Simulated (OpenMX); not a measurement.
Crystal: BAs.

```
CELL_PARAMETERS angstrom
2.12755 0.00000 0.00000
0.00000 3.17406 0.00000
0.00000 0.00000 4.95098
ATOMIC_POSITIONS crystal
B 0.00000 0.50000 0.00000
As 0.50000 0.50000 0.50000
```

The cell was built by a generator and needn't be a form met in nature.

Base run:

```yaml
Program: OpenMX 3.8.5
Functional: PBE
Potentials_or_basis: OpenMX 2013 PBE set, B7.0-s2p2d1, As7.0-s3p2d2, grid cutoff 500 Ry
k_mesh: 9 × 7 × 5
Occupations: fermi-dirac, width 0.05 eV
Spin: no spin polarisation
```

Its results: band gap on the k mesh none (metal or under the smearing width); pressure 7.9 GPa.

Q: The run is repeated on the same cell with these changes: dispersion from none to D3(BJ). What comes out?

A: Band gap on the k mesh none (metal or under the smearing width); pressure 5.9 GPa.

Dispersion adds attraction, which lowers the pressure at fixed volume and, as a term added to the energy, leaves the levels alone.

Caveats: the basis of atomic orbitals isn't converged, which shifts pressures, moduli and gaps; this functional lacks dispersion, which binds the layers, so the pressure and a relaxed spacing across them are unreliable (some runs).
